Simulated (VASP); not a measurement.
MoP: relaxation of cell and atoms with PBE

Crystal: MoP.

```
CELL_PARAMETERS angstrom
3.24210 0.00000 0.00000
-1.62105 2.80774 0.00000
0.00000 0.00000 3.19370
ATOMIC_POSITIONS crystal
Mo 0.00000 0.00000 0.00000
P 0.33333 0.66667 0.50000
```

- Program: VASP 6.6.1
- Task: relaxation of cell and atoms
- Functional: PBE
- Potentials or basis: VASP PAW PBE potentials, release 64 (Mo_sv, P)
- Cutoff: 600 eV
- k mesh: 15 × 15 × 11
- Occupations: methfessel-paxton, width 0.1 eV
- Spin: no spin polarisation
- Further INCAR settings: ALGO = Normal; EDIFF = 1e-07; IBRION = 2; EDIFFG = -0.005; NSW = 90; ISIF = 3

* Pressure after relaxing: 0.0 GPa
* Band gap on the k mesh: none (metal or under the smearing width)

Final structure:
```yaml
crystal:
  lattice:
    - [3.24210, 0.00000, 0.00000]
    - [-1.62105, 2.80774, 0.00000]
    - [0.00000, 0.00000, 3.19370]
  atoms:
    - { symbol: Mo, position: [0.00000, 0.00000, 0.00000] }
    - { symbol: P, position: [0.33333, 0.66667, 0.50000] }
```

Levels at points of the mesh, in eV from the Fermi level:
```csv
k point,band 7,band 8,band 9,band 10,band 11,band 12,band 13
"(0.00, 0.00, 0.00)",-3.31,-3.31,-0.68,0.26,0.26,4.05,4.05
```

Run time: 20 s on 2 MPI ranks on Intel(R) Xeon(R) Platinum 8559C (Emerald Rapids), with other jobs on the host, peak memory 0.2 GiB a rank.

Caveat: the relaxation stopped at its first step, so nothing moved.
